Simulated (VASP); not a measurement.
# TePb (Fm-3m) in VASP: settings compared

One crystal, TePb, is run at these levels: PBE, PBEsol0, HSE06; tasks: single point, relaxation of cell and atoms.

All numbers are computed with VASP 6.6.1; they aren't measurements. Logs are shortened: lines on timing, memory, paths and dates and some standing lists are left out, and cuts for length are marked.

## Step 1: The structure

The structure is cubic, space group Fm-3m (No. 225). Conventional cell: a = 6.462 Å, b = 6.462 Å, c = 6.462 Å, α = 90.00°, β = 90.00°, γ = 90.00°. Pb (site symmetry m-3m) has 6 Te at 3.23 Å as nearest neighbours. Te (site symmetry m-3m) is surrounded by 6 Pb at 3.23 Å.

## Step 2: Single point, PBE

The input, INCAR:

```
SYSTEM = TePb
PREC = Accurate ; ENCUT = 520
EDIFF = 1E-6 ; ISMEAR = 0
SIGMA = 0.02 ; LREAL = .False.
LASPH = .True. ; NELM = 60
ALGO = Normal ; ISIF = 2
LWAVE = .False. ; LCHARG = .False.
GGA = PE
```

The input, KPOINTS:

```
Automatic mesh
0
Gamma
  7 7 7
  0 0 0
```

The input, POSCAR:

```
TePb
1.0
    0.0000000000      3.2310000000      3.2310000000
    3.2310000000      0.0000000000      3.2310000000
    3.2310000000      3.2310000000      0.0000000000
Pb Te
1 1
Direct
    0.0000000000      0.0000000000      0.0000000000
    0.5000000000      0.5000000000      0.5000000000
```

Potentials or basis: VASP PAW PBE potentials, release 64 (Pb_d, Te).

Run with:

```console
$ cat potpaw_PBE.64/Pb_d/POTCAR potpaw_PBE.64/Te/POTCAR > POTCAR
$ mpirun -np 1 vasp_std > vasp.out
```

OUTCAR:

```text
SYSTEM = TePb
   PREC = Accurate
   ENCUT = 520
   EDIFF = 1E-6
   ISMEAR = 0
   LREAL = .False.
   LASPH = .True.
   NELM = 60
   ISIF = 2
   GGA = PE

 ion  position               nearest neighbor table
   1  0.000  0.000  0.000-   2 3.23   2 3.23   2 3.23   2 3.23   2 3.23   2 3.23
   2  0.500  0.500  0.500-   1 3.23   1 3.23   1 3.23   1 3.23   1 3.23   1 3.23

  LATTYP: Found a face centered cubic cell.
 ALAT       =     6.4620000000

  Lattice vectors:

 A1 = (   0.0000000000,   3.2310000000,   3.2310000000)
 A2 = (   3.2310000000,   0.0000000000,   3.2310000000)
 A3 = (   3.2310000000,   3.2310000000,   0.0000000000)

Analysis of symmetry for initial positions (statically):
=====================================================================
 Subroutine PRICEL returns:
 Original cell was already a primitive cell.

 Routine SETGRP: Setting up the symmetry group for a
 face centered cubic supercell.

 Subroutine GETGRP returns: Found 48 space group operations
 (whereof 48 operations were pure point group operations)
 out of a pool of 48 trial point group operations.

The static configuration has the point symmetry O_h .

Analysis of symmetry for dynamics (positions and initial velocities):
=====================================================================
 Subroutine PRICEL returns:
 Original cell was already a primitive cell.

 Routine SETGRP: Setting up the symmetry group for a
 face centered cubic supercell.

 Subroutine GETGRP returns: Found 48 space group operations
 (whereof 48 operations were pure point group operations)
 out of a pool of 48 trial point group operations.

The dynamic configuration has the point symmetry O_h .

 Subroutine INISYM returns: Found 48 space group operations
 (whereof 48 operations are pure point group operations),
 and found     1 'primitive' translations

----------------------------------------------------------------------------------------

                                     Primitive cell

  volume of cell :      67.4592

  direct lattice vectors                    reciprocal lattice vectors
     0.000000000  3.231000000  3.231000000    -0.154750851  0.154750851  0.154750851
     3.231000000  0.000000000  3.231000000     0.154750851 -0.154750851  0.154750851
     3.231000000  3.231000000  0.000000000     0.154750851  0.154750851 -0.154750851

  length of vectors
     4.569324020  4.569324020  4.569324020     0.268036337  0.268036337  0.268036337

  position of ions in fractional coordinates (direct lattice)
     0.000000000  0.000000000  0.000000000
     0.500000000  0.500000000  0.500000000

  ion indices of the primitive-cell ions
   primitive index   ion index
                 1           1
                 2           2

----------------------------------------------------------------------------------------

 KPOINTS: Automatic mesh

Automatic generation of k-mesh.
 Grid dimensions read from file:
 generate k-points for:    7    7    7

 Generating k-lattice:

  Cartesian coordinates                     Fractional coordinates (reciprocal lattice)
    -0.022107264  0.022107264  0.022107264     0.142857143  0.000000000  0.000000000
     0.022107264 -0.022107264  0.022107264     0.000000000  0.142857143  0.000000000
     0.022107264  0.022107264 -0.022107264     0.000000000  0.000000000  0.142857143

  Length of vectors
     0.038290905  0.038290905  0.038290905

  Shift w.r.t. Gamma in fractional coordinates (k-lattice)
     0.000000000  0.000000000  0.000000000

 Subroutine IBZKPT returns following result:
 ===========================================

 Found     20 irreducible k-points:

 Following reciprocal coordinates:
            Coordinates               Weight
  0.000000  0.000000  0.000000      1.000000
  0.142857  0.000000  0.000000      8.000000
  0.285714  0.000000  0.000000      8.000000
  0.428571  0.000000  0.000000      8.000000
  0.142857  0.142857  0.000000      6.000000
  0.285714  0.142857  0.000000     24.000000
[... 12 lines left out ...]
 -0.428571  0.428571  0.142857     24.000000
 -0.285714  0.428571  0.142857     24.000000
   k-points           NKPTS =     20   k-points in BZ     NKDIM =     20   number of bands    NBANDS=     14
   number of dos      NEDOS =    301   number of ions     NIONS =      2
   total plane-waves  NPLWV =  46656
   dimension x,y,z NGX =    36 NGY =   36 NGZ =   36
   dimension x,y,z NGXF=    72 NGYF=   72 NGZF=   72
   ions per type =               1   1
   NGX,Y,Z   is equivalent  to a cutoff of  13.10, 13.10, 13.10 a.u.
   NGXF,Y,Z  is equivalent  to a cutoff of  26.20, 26.20, 26.20 a.u.
 SYSTEM =  TePb
   PREC   = accura    normal or accurate (medium, high low for compatibility)
   ISTART =      0    job   : 0-new  1-cont  2-samecut
   ICHARG =      2    charge: 1-file 2-atom 10-const
   ISPIN  =      1    spin polarized calculation?
   LNONCOLLINEAR =      F non collinear calculations
   LSORBIT =      F    spin-orbit coupling
   LASPH  =      T    aspherical Exc in radial PAW
   ENCUT  =  520.0 eV  38.22 Ry    6.18 a.u.   8.50  8.50  8.50*2*pi/ulx,y,z
   NELM   =     60;   NELMIN=  2; NELMDL= -5     # of ELM steps
   EDIFF  = 0.1E-05   stopping-criterion for ELM
   LREAL  =      F    real-space projection
   EDIFFG = 0.1E-04   stopping-criterion for IOM
   NSW    =      0    number of steps for IOM
   IBRION =     -1    ionic relax: 0-MD 1-quasi-New 2-CG
   NFREE  =      0    steps in history (QN), initial steepest desc. (CG)
   ISIF   =      2    stress and relaxation
   ISYM   =      2    0-nonsym 1-usesym 2-fastsym
   POTIM  = 0.5000    time-step for ionic-motion
   TEBEG  =    0.0;   TEEND  =   0.0 temperature during run
   PSTRESS=    0.0 pullay stress
   NELECT =      20.0000    total number of electrons
   NUPDOWN=      -1.0000    fix difference up-down
   EMIN   =  10.00;   EMAX   =-10.00  energy-range for DOS
   EFERMI =   0.00;   METHOD = LEGACY
   ISMEAR =     0;   SIGMA  =   0.02  broadening in eV -4-tet -1-fermi 0-gaus
   EFERMI_NEDOS =   21; number of points for ismear=-14 and -15
   IALGO  =     38    algorithm
   IMIX   =      4    mixing-type and parameters
     AMIX     =   0.40;   BMIX     =  1.00
     AMIX_MAG =   1.60;   BMIX_MAG =  1.00
  volume/ion in A,a.u.               =      33.73       227.62
  Fermi-wavevector in a.u.,A,eV,Ry     =   1.091619  2.062861 16.213147  1.191633
  Thomas-Fermi vector in A             =   2.227868
   LORBIT       =      0    0 simple, 1 ext, 2 COOP (PROOUT), +10 PAW based schemes
   GGA     = PE    functional components
   LHFCALC =     F    Hartree Fock is set to
   AEXX    =    0.0000 exact exchange contribution
   IVDW    =     0    specifies the selected vdW correction
   LEPSILON=     F    determine dielectric tensor
   LRPA    =     F    only Hartree local field effects (RPA)
 non-spin polarized calculation
 Gauss-broadening in eV      SIGMA  =   0.02
  energy-cutoff  :      520.00
  volume of cell :       67.46
 maximum number of plane-waves:      1837
 NGX is ok and might be reduce to    36
   NGX = 17   NGY = 17   NGZ = 17

 number of electron      20.0000003 magnetization

 Free energy of the ion-electron system (eV)
  ---------------------------------------------------
  ext. energy  EPLUGINS =         0.00000000
  ---------------------------------------------------
  free energy    TOTEN  =        -7.50259066 eV

  energy without entropy =       -7.50259066  energy(sigma->0) =       -7.50259066

 E-fermi :   5.6714     XC(G=0):  -9.3008

 val. band max:        5.5202279556   @ k =   0.4286   0.0000   0.0000
 cond. band min:       6.5315387417   @ k =   0.4286   0.0000   0.0000
 fundamental gap:      1.0113107860
 Fermi energy:         5.6714477350

 k-point     1 :       0.0000    0.0000    0.0000
  band No.  band energies     occupation
      1     -11.0952      2.00000
      2     -11.0952      2.00000
      3     -11.0859      2.00000
      4     -11.0859      2.00000
      5     -11.0859      2.00000
      6      -6.3954      2.00000
      7       0.0296      2.00000
      8       4.2764      2.00000
      9       4.2764      2.00000
     10       4.2764      2.00000
     11       9.7030      0.00000
     12       9.7030      0.00000
     13       9.7030      0.00000
     14      11.4202      0.00000

 k-point     2 :       0.1429    0.0000    0.0000
  band No.  band energies     occupation
      1     -11.0976      2.00000
      2     -11.0976      2.00000
      3     -11.0854      2.00000
      4     -11.0831      2.00000
      5     -11.0831      2.00000
      6      -6.2210      2.00000
      7      -0.5267      2.00000
      8       4.3287      2.00000
      9       4.3287      2.00000
     10       4.5820      2.00000
     11       8.7551      0.00000
     12       8.9626      0.00000
     13       8.9626      0.00000
     14      11.2623      0.00000

 k-point     3 :       0.2857    0.0000    0.0000
  band No.  band energies     occupation
      1     -11.1040      2.00000
      2     -11.1040      2.00000
      3     -11.0844      2.00000
      4     -11.0756      2.00000
      5     -11.0756      2.00000
      6      -5.7281      2.00000
      7      -1.6955      2.00000
      8       4.4894      2.00000
      9       4.4894      2.00000
     10       5.0918      2.00000
     11       7.4476      0.00000
     12       7.8034      0.00000
     13       7.8034      0.00000
     14      11.8180      0.00000
[... 256 lines left out ...]
 k-point    19 :      -0.4286    0.4286    0.1429
  band No.  band energies     occupation
      1     -11.1436      2.00000
      2     -11.0916      2.00000
      3     -11.0891      2.00000
      4     -11.0674      2.00000
      5     -11.0613      2.00000
      6      -4.7222      2.00000
      7      -2.1260      2.00000
      8       1.7080      2.00000
      9       2.4625      2.00000
     10       4.0763      2.00000
     11       8.7675      0.00000
     12       9.7445      0.00000
     13      11.2839      0.00000
     14      11.4057      0.00000

 k-point    20 :      -0.2857    0.4286    0.1429
  band No.  band energies     occupation
      1     -11.1374      2.00000
      2     -11.0971      2.00000
      3     -11.0815      2.00000
      4     -11.0744      2.00000
      5     -11.0614      2.00000
      6      -4.5917      2.00000
      7      -2.4130      2.00000
      8       1.7260      2.00000
      9       2.3546      2.00000
     10       4.9456      2.00000
     11       7.5678      0.00000
     12      10.3301      0.00000
     13      11.1367      0.00000
     14      11.7545      0.00000

------------------------ aborting loop because EDIFF is reached ----------------------------------------

  FORCE on cell =-STRESS in cart. coord.  units (eV):
  Direction    XX          YY          ZZ          XY          YZ          ZX
  --------------------------------------------------------------------------------------
  -------------------------------------------------------------------------------------
  Total        0.8643026      0.8643026      0.8643026      0.0000000      0.0000000      0.0000000
  in kB       20.5274740     20.5274740     20.5274740      0.0000000      0.0000000      0.0000000
  external PRESSURE =      20.5274740 kB  Pullay stress =       0.0000000 kB

 VOLUME and BASIS-vectors are now :
 -----------------------------------------------------------------------------
  energy-cutoff  :      520.00
  volume of cell :       67.46
      direct lattice vectors                 reciprocal lattice vectors
     0.000000000  3.231000000  3.231000000    -0.154750851  0.154750851  0.154750851
     3.231000000  0.000000000  3.231000000     0.154750851 -0.154750851  0.154750851
     3.231000000  3.231000000  0.000000000     0.154750851  0.154750851 -0.154750851

 POSITION                                       TOTAL-FORCE (eV/Angst)
 -----------------------------------------------------------------------------------
      0.00000      0.00000      0.00000         0.000000     -0.000000     -0.000000
      3.23100      3.23100      3.23100        -0.000000      0.000000      0.000000
 -----------------------------------------------------------------------------------
    total drift:                               -0.000000      0.000000      0.000000

  FREE ENERGIE OF THE ION-ELECTRON SYSTEM (eV)
  ---------------------------------------------------
  free  energy   TOTEN  =        -7.5025906566 eV

  energy  without entropy=       -7.5025906566  energy(sigma->0) =       -7.50259066
```

Run time: 18 s. Hardware: 1 thread of Intel Xeon Platinum 8488C (Sapphire Rapids), shared host; peak memory 0.2 GiB.

Results:

* Free energy: -7.5026 eV
* Pressure: 2.1 GPa

Caveat: this odd mesh misses L, where the gap lies, so gap, dielectric constants and Born charges aren't listed. The run has no spin-orbit coupling, so splittings on Pb, Te are missing.

## Step 3: Relaxation of cell and atoms, PBEsol0

POSCAR is that of step 2.

The input, INCAR.step1:

```
ALGO = Normal
EDIFF = 1E-5
ENCUT = 600
GGA = PE
ISMEAR = -1
LASPH = True
LCHARG = False
LREAL = False
LWAVE = True
NELM = 100
PREC = Accurate
SIGMA = 0.05
```

The input, INCAR.step2:

```
AEXX = 0.25
ALGO = Normal
EDIFF = 1E-6
EDIFFG = -0.02
ENCUT = 600
GGA = PS
HFRCUT = -1
IBRION = 2
ISIF = 3
ISMEAR = -1
ISTART = 1
LASPH = True
LCHARG = False
LHFCALC = True
LREAL = False
LWAVE = False
NELM = 100
NSW = 40
PREC = Accurate
PRECFOCK = Fast
SIGMA = 0.05
```

The input, KPOINTS:

```
k-points
0
Gamma
  4 4 4
```

Potentials or basis: VASP PAW PBE potentials, release 64 (Pb_d, Te).

Run with:

```console
$ cat potpaw_PBE.64/Pb_d/POTCAR potpaw_PBE.64/Te/POTCAR > POTCAR
$ cp INCAR.step1 INCAR
$ mpirun -np 1 vasp_std > vasp.out
$ cp INCAR.step2 INCAR
$ mpirun -np 1 vasp_std > vasp.out
```

Run time: 16 min. Hardware: 1 thread of Intel Xeon Platinum 8488C (Sapphire Rapids), shared host; peak memory 0.27 GiB.

It converged, with:

```yaml
Free_energy: -10.4687 eV
Relaxed_volume: 33.16 Å³/atom
Relaxed_cell: a = 4.543 Å, b = 4.543 Å, c = 4.543 Å, α = 60.00°, β = 60.00°, γ = 60.00°
Space_group_after_relaxing_to_0.05_Å: Fm-3m (No. 225)
Energy_gained_by_relaxing: 1.4 meV/atom
Ionic_steps: 3
Pressure_after_relaxing: 0.1 GPa
Band_gap_on_the_k_mesh: 1.55 eV, direct
```

Step by step:
| step | energy change (eV) | largest force (eV/Å) | pressure (GPa) | volume (Å³) |
| --- | --- | --- | --- | --- |
| 1 | 0.0000 | 0.0000 | -0.81 | 67.46 |
| 2 | -0.0023 | 0.0000 | 0.31 | 65.82 |
| 3 | -0.0029 | 0.0000 | 0.09 | 66.31 |

Final structure:
```yaml
crystal:
  lattice:
    - [0.00000, 3.21257, 3.21257]
    - [3.21257, 0.00000, 3.21257]
    - [3.21257, 3.21257, 0.00000]
  atoms:
    - { symbol: Pb, position: [0.00000, 0.00000, 0.00000] }
    - { symbol: Te, position: [0.50000, 0.50000, 0.50000] }
```

Levels at points of the mesh, in eV from the valence-band top:
| k point | band 6 | band 7 | band 8 | band 9 | band 10 | band 11 | band 12 | band 13 | band 14 |
| --- | --- | --- | --- | --- | --- | --- | --- | --- | --- |
| (0.00, 0.00, 0.00) | -13.66 | -6.04 | -1.74 | -1.74 | -1.74 | 5.42 | 5.42 | 5.42 | 6.94 |
| (0.50, 0.00, 0.00) | -11.96 | -9.70 | -1.19 | -1.19 | 0.00 | 1.55 | 2.14 | 2.14 | 9.75 |
| (0.50, 0.50, 0.00) | -11.63 | -8.05 | -5.39 | -3.42 | -3.42 | 4.18 | 6.99 | 6.99 | 8.35 |

Caveat: the k mesh is coarse (spacing up to 0.42 Å⁻¹), so the values aren't converged, least of all with exact exchange; the PAW data sets were made with another functional, which shifts forces and pressure a little; spin-orbit coupling is left out, which as a rule narrows the gap of such compounds by several tenths of an eV.

## Step 4: Relaxation of cell and atoms, HSE06

POSCAR is that of step 3.

The input, INCAR.step1:

```
SYSTEM = TePb
PREC = Accurate
ENCUT = 600
EDIFF = 1E-5
ISMEAR = -1
SIGMA = 0.05
LREAL = .False.
LASPH = .True.
NELM = 100
ALGO = Normal
LWAVE = .True.
LCHARG = .False.
GGA = PE
```

The input, INCAR.step2:

```
SYSTEM = TePb
PREC = Accurate
ENCUT = 600
EDIFF = 1E-7
ISMEAR = -1
SIGMA = 0.05
LREAL = .False.
LASPH = .True.
NELM = 100
ALGO = Normal
ISIF = 3
LWAVE = .False.
LCHARG = .False.
GGA = PE
LHFCALC = .True.
HFSCREEN = 0.2
PRECFOCK = Fast
IBRION = 2
NSW = 40
EDIFFG = -0.01
ISTART = 1
```

The input, KPOINTS:

```
Automatic mesh
0
Gamma
  4 4 4
  0 0 0
```

Run with:

```console
$ cat potpaw_PBE.64/Pb_d/POTCAR potpaw_PBE.64/Te/POTCAR > POTCAR
$ cp INCAR.step1 INCAR
$ mpirun -np 1 vasp_std > vasp.out
$ cp INCAR.step2 INCAR
$ mpirun -np 1 vasp_std > vasp.out
```

Wall time 14 min (1 thread of Intel Xeon Platinum 8559C (Emerald Rapids), shared host); peak memory 0.35 GiB.

It converged, with:

- Free energy: -9.0000 eV
- Relaxed volume: 34.50 Å³/atom
- Relaxed cell: a = 4.604 Å, b = 4.604 Å, c = 4.604 Å, α = 60.00°, β = 60.00°, γ = 60.00°
- Space group after relaxing (to 0.05 Å): Fm-3m (No. 225)
- Energy gained by relaxing: 2.4 meV/atom
- Ionic steps: 3
- Pressure after relaxing: 0.0 GPa
- Band gap on the k mesh: 1.15 eV, direct

Step by step:
| step | energy change (eV) | largest force (eV/Å) | pressure (GPa) | volume (Å³) |
| --- | --- | --- | --- | --- |
| 1 | 0.0000 | 0.0000 | 1.01 | 67.46 |
| 2 | -0.0042 | 0.0000 | -0.33 | 69.57 |
| 3 | -0.0048 | 0.0000 | 0.00 | 69.01 |

Final structure:
```yaml
crystal:
  lattice:
    - [0.00000, 3.25555, 3.25555]
    - [3.25555, 0.00000, 3.25555]
    - [3.25555, 3.25555, 0.00000]
  atoms:
    - { symbol: Pb, position: [0.00000, 0.00000, 0.00000] }
    - { symbol: Te, position: [0.50000, 0.50000, 0.50000] }
```

Levels at points of the mesh, in eV from the valence-band top:
```
           k point  band 8  band 9  band 10  band 11  band 12  band 13
(0.00, 0.00, 0.00)   -1.49   -1.49    -1.49     4.76     4.76     4.76
(0.50, 0.00, 0.00)   -1.03   -1.03     0.00     1.15     1.73     1.73
(0.50, 0.50, 0.00)   -4.88   -3.04    -3.04     3.82     6.21     6.21
```

Caveat: the k mesh is coarse (spacing up to 0.42 Å⁻¹), so the values aren't converged, least of all with exact exchange; the PAW data sets were made with another functional, which shifts forces and pressure a little; spin-orbit coupling is left out, which as a rule narrows the gap of such compounds by several tenths of an eV.

[end of part 1 of 2]
